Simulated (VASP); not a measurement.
A run of VASP 6.6.1 is set up as follows.

Contents of INCAR:

```
SYSTEM = Se
PREC     = Accurate       ! precision mode
ENCUT    = 350            ! plane-wave cutoff, eV
EDIFF    = 1E-7           ! SCF threshold, eV
ISMEAR   = 0              ! smearing method
SIGMA    = 0.1            ! smearing width, eV
LREAL    = .FALSE.        ! projectors in reciprocal space
LASPH    = .TRUE.         ! aspherical terms in the spheres
NELM     = 100            ! most SCF steps
ALGO     = Fast           ! electronic algorithm
ISIF     = 3              ! what is computed and relaxed
LWAVE    = .FALSE.        ! write WAVECAR
LCHARG   = .FALSE.        ! write CHGCAR
GGA      = PS             ! functional
IBRION   = 2              ! ionic algorithm
NSW      = 80             ! ionic steps
EDIFFG   = -0.002         ! ionic threshold
PSTRESS  = 1875.0
```

File KPOINTS:

```
Automatic mesh
0
G
  21 21 21
  0 0 0
```

File POSCAR:

```
Se                                      
1.0
    1.9622051941      1.1328806377      0.8010744369
   -1.9622051941      1.1328806377      0.8010744369
    0.0000000000     -2.2657612753      0.8010744369
  Se            
     1
Direct
     0.0000000000000000    0.0000000000000000    0.0000000000000000
```

Potentials or basis: VASP PAW PBE potentials, release 64 (Se).

The run is started by

```sh
$ cat potpaw_PBE.64/Se/POTCAR > POTCAR
$ mpirun -np 1 vasp_std > vasp.out
```

Problem. Predict the band gap on the k mesh.

Solution. None (metal or under the smearing width).

Final structure:
```
Se
1.0
     1.96221    1.13288    0.80107
    -1.96221    1.13288    0.80107
     0.00000   -2.26576    0.80107
Se
1
Direct
  0.00000 0.00000 0.00000
```

Caveat: the relaxation stopped at its first step, so nothing moved; the cell is relaxed towards a set pressure, so the enthalpy falls and the energy may rise.
